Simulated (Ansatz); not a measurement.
As:

```
As
1.0
     1.88080    1.08588    3.51406
    -1.88080    1.08588    3.51406
     0.00000   -2.17176    3.51406
As
2
Direct
  0.22600 0.22600 0.22600
  0.77400 0.77400 0.77400
```

Base run:

| Property | Result |
| --- | --- |
| Program | Ansatz 0.2.0 |
| Functional | RPBE |
| Potentials or basis | Ansatz PAW |
| Cutoff | 420 eV |
| Density cutoff | 1680 eV |
| k mesh | 9 × 9 × 9 |
| Occupations | fermi-dirac, width 0.05 eV |
| Spin | no spin polarisation |

Its results: band gap on the k mesh none (metal or under the smearing width); pressure 5.5 GPa; largest force 0.461 eV/Å.

Problem. After a change of settings the same cell gave: band gap on the k mesh none (metal or under the smearing width); pressure 5.0 GPa; largest force 0.452 eV/Å. Which change was it?
A. functional from RPBE to revPBE
B. functional from RPBE to LDA
C. functional from RPBE to PBE
D. functional from RPBE to PBE; occupations from fermi-dirac, width 0.05 eV to gaussian, width 0.025 eV

Solution. A.

Caveats: the potentials were made for another functional, which shifts forces and pressure; the PAW data sets come from PBE, with cores solved anew for the run's functional, which leaves a small shift of forces and pressure.

Not every run made on this cell is shown here.
